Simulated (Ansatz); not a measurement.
Zone-centre phonons of Na$_{2}$S at -1.2 GPa: input and output

These are results of Ansatz, DFT PBEsol, scalar-relativistic, plane waves, PAW, not measurements.

Launched with:
```bash
ansatz run input.yaml --threads 1 --pin off --max-ram 1228MiB --backend cpu --events-out ev --progress --plain --runs-dir out
```

Input (bare energies are in eV):
```yaml
crystal:
  lattice:
    - [0.0, 3.298, 3.298]
    - [3.298, 0.0, 3.298]
    - [3.298, 3.298, 0.0]
  atoms:
    - { symbol: S, position: [0.0, 0.0, 0.0] }
    - { symbol: Na, position: [0.25, 0.25, 0.25] }
    - { symbol: Na, position: [0.75, 0.75, 0.75] }
basis:
  ecutwfc: 420
kpoints:
  mp_grid: { grid: [8, 8, 8] }
hamiltonian:
  xc: pbesol
scf:
  occupations: { method: fixed }
output:
  eigenvalues: true
phonons:
  method: dfpt
  dielectric: true
  rigid_motions: translations
  eigenvectors: true
```

The end of the output:
```
--- Phonons (Γ-DFPT): 2 representative perturbations + reference, on 95 of 512 k-points (Σ response iterations 6) ---
  k mesh reduced under 4 symmetry operations, with k and −k counted as one. Each operation leaves every solved perturbation unchanged. A smaller set is not considered because the run solves the response ...
  ASR residual: 1.824e-4 → 0.000e0 eV/Å²; symmetrization residual: 4.147e-6 eV/Å²
  ASR residual per site (eV/Å²): 1.82e-4 9.29e-5 9.29e-5
  Γ frequencies (cm⁻¹): 0.00 0.00 0.00 178.07 178.07 178.07 187.50 187.50 187.50
  ε∞ (high-frequency dielectric tensor):
        3.562922     0.000000     0.000000
        0.000000     3.562922    -0.000000
        0.000000    -0.000000     3.562922
  ε⁰ (static dielectric tensor: ions relaxed, cell fixed):
        7.460318     0.000000     0.000000
        0.000000     7.460318     0.000000
        0.000000     0.000000     7.460318
  ε⁰ − ε∞ (ionic part):
        3.897396     0.000000     0.000000
        0.000000     3.897396     0.000000
        0.000000     0.000000     3.897396
  softest optical mode at Γ: 178.07 cm⁻¹; the repairs (sum rule, projections) moved no ω² at Γ by more than (1.41 cm⁻¹)²
  Born effective charges Z* (e; rows j = field, columns β = displacement):
    site 0:
        -1.94256    0.00000   -0.00000
        -0.00000   -1.94256    0.00000
         0.00000   -0.00000   -1.94256
    site 1:
         0.97128   -0.00000    0.00000
         0.00000    0.97128   -0.00000
        -0.00000    0.00000    0.97128
    site 2:
         0.97128   -0.00000    0.00000
         0.00000    0.97128   -0.00000
        -0.00000    0.00000    0.97128
  Z* charge neutrality: 7.756e-4 e pre-enforcement
  solved inside a basis spanned on kpoints, on 8×8×8 k-points, its susceptibility summed on 12×12×12: ε∞ is read to err by 7.9e-3, Z* by 9.9e-3 e (field_mesh: kpoints solves on kpoints); Z* is corrected for ...
  optical modes at Γ without the LO–TO term, one row a degenerate level:
      ω (cm⁻¹) modes IR ((D/Å)²/amu)
        178.07      3             0.0000
        187.50      3            13.8268
  optical modes at Γ + LO–TO along q̂ = [1.0000, 0.0000, 0.0000]:
      ω (cm⁻¹) modes IR ((D/Å)²/amu)
        178.07      3             0.0000
        187.50      2             9.2178
        271.32      1             4.6089
  optical modes at Γ + LO–TO along q̂ = [0.0000, 1.0000, 0.0000]:
      ω (cm⁻¹) modes IR ((D/Å)²/amu)
        178.07      3             0.0000
        187.50      2             9.2178
        271.32      1             4.6089
  optical modes at Γ + LO–TO along q̂ = [0.0000, 0.0000, 1.0000]:
      ω (cm⁻¹) modes IR ((D/Å)²/amu)
        178.07      3             0.0000
        187.50      2             9.2178
        271.32      1             4.6089
```

The run took 2.5 min on 1 thread of Arm Neoverse N1 (shared host), peak memory 0.62 GiB.

The cell is the ideal cubic antifluorite prototype.